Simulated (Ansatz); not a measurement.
## NaF (rocksalt): gap against strain (biaxial in x and y, z held)

NaF built on the rocksalt prototype, relaxed with r2SCAN in Ansatz 0.2.0, then strained (biaxial in x and y, z held; changes of length per length, axes as in the cell below) with the atoms relaxed again within the symmetry that is left. The symmetry is Fm-3m (No. 225, cubic); conventional cell a = 4.594 Å, 12.12 Å³ an atom. Around Na lie 6 F at 2.30 Å; around F lie 6 Na at 2.30 Å. No spin polarisation and no zero-point or thermal motion.

```
Na F
1.0
     0.00000    2.29717    2.29717
     2.29717    0.00000    2.29717
     2.29717    2.29717    0.00000
Na F
1 1
Direct
  0.00000 0.00000 0.00000
  0.50000 0.50000 0.50000
```

Gaps are the least over each mesh (PBE 10×10×10, r2SCAN 10×10×10, HSE06 6×6×6 when unstrained) and the special points, which keep their unstrained names; stress is the change from the unstrained cell, compression positive.

| strain (%) | gap, PBE (eV) | gap, r2SCAN (eV) | gap, HSE06 (eV) | edges, HSE06 | in-plane stress, r2SCAN (GPa) | energy rise, r2SCAN (meV/atom) |
| --- | --- | --- | --- | --- | --- | --- |
| -5.82 | 7.159 | 8.002 | 9.410 | Γ | +12.54 | 46.2 |
| -3.45 | 6.862 | 7.698 | 9.082 | Γ | +6.24 | 14.7 |
| 0.0 | 6.456 | 7.282 | 8.635 | Γ | 0.00 | 0.0 |
| +1.22 | 6.323 | 7.142 | 8.487 | Γ | -1.58 | 1.5 |

Between zero and the nearest strains the slope of the HSE06 gap against strain is -0.129 eV per percent for negative and -0.122 for positive strain.

The meshes of the hybrids are coarse, so their gaps aren't converged to the digits shown.
